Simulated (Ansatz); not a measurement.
## Evanescent states of GeO2 (P4_2/mnm, rutile, 6 atoms a cell, 9.3 Å³ an atom) along the normal of (111)

Level of theory: r2SCAN (plane waves, PAW; Ansatz, a first-principles code).

The gap is the functional's own, uncorrected, and κ follows it; spin-orbit coupling is left out. Mid-gap means the computed energy nearest the middle.

Energies count from the valence-band top; κ is the least over a 6×6 mesh across the current.

| E (eV) | κ (1/Å) | where |
|---|---|---|
| 0.07 | 0.150 | Γ |
| 0.20 | 0.244 | Γ |
| 0.33 | 0.247 | Γ |
| 0.46 | 0.248 | Γ |
| 0.58 | 0.248 | Γ |
| 0.71 | 0.247 | Γ |
| 0.84 | 0.244 | Γ |
| 0.97 | 0.241 | Γ |
| 1.10 | 0.236 | Γ |
| 1.24 | 0.230 | Γ |
| 1.36 | 0.222 | Γ |
| 1.50 | 0.213 | Γ |
| 1.62 | 0.203 | Γ |
| 1.75 | 0.190 | Γ |
| 1.89 | 0.175 | Γ |
| 2.02 | 0.157 | Γ |
| 2.15 | 0.134 | Γ |
| 2.27 | 0.104 | Γ |
| 2.40 | 0.054 | Γ |

Question: How thick must the barrier be to attenuate the transmission by 10^6 when the electrodes' Fermi level lies at 2.27 eV, and what attenuation does that film give at 0.97 eV?

Answer: d = 6 ln 10 / (2 × 0.104) = 66.4 Å. At 0.97 eV it gives 6 × 0.241/0.104 = 13.9 decades.
